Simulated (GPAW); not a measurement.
ZnO (zincite):

```
Zn O
1.0
     3.24931    0.00000    0.00000
    -1.62465    2.81398    0.00000
     0.00000    0.00000    5.20571
Zn O
2 2
Cartesian
  1.6247 0.9380 0.0000
  0.0000 1.8760 2.6029
  0.0000 1.8760 4.5759
  1.6247 0.9380 1.9730
```

- Program: GPAW 26.7.0
- Task: relaxation of cell and atoms
- Functional: PBEsol
- Dispersion: D3(BJ)
- Potentials or basis: PAW data sets generated in the run's folder for this functional
- Cutoff: 800 eV
- Basis: pw
- k mesh: 6 × 6 × 4
- Occupations: fermi-dirac, width 0.05 eV
- Spin: no spin polarisation

At the start: pressure -4.1 GPa; volume 11.90 Å³/atom.

How do energy, volume and symmetry change on relaxing?

Over 5 steps the energy falls by 4.4 meV/atom and the volume is 11.57 Å³/atom (-2.7 %); space group P6_3mc (No. 186, to 0.05 Å).

The path:
```tsv
step	energy change (eV)	largest force (eV/Å)	pressure (GPa)	volume (Å³)
1	0.0000	0.0633	-4.05	47.60
2	-0.0039	0.0485	-3.62	47.45
3	-0.0173	0.0578	-0.08	46.28
4	-0.0175	0.0433	-0.17	46.31
5	-0.0177	0.0085	-0.13	46.30
```

Final structure:
```xyz
4
Lattice="3.2162 0.0000 0.0000 -1.6081 2.7853 0.0000 0.0000 0.0000 5.1684" Properties=species:S:1:pos:R:3 pbc="T T T"
Zn    1.6081    0.9284   -0.0035
Zn    0.0000    1.8569    2.5806
O     0.0000    1.8569    4.5466
O     1.6081    0.9284    1.9624
```

Caveat: later steps reuse the first step's grids.
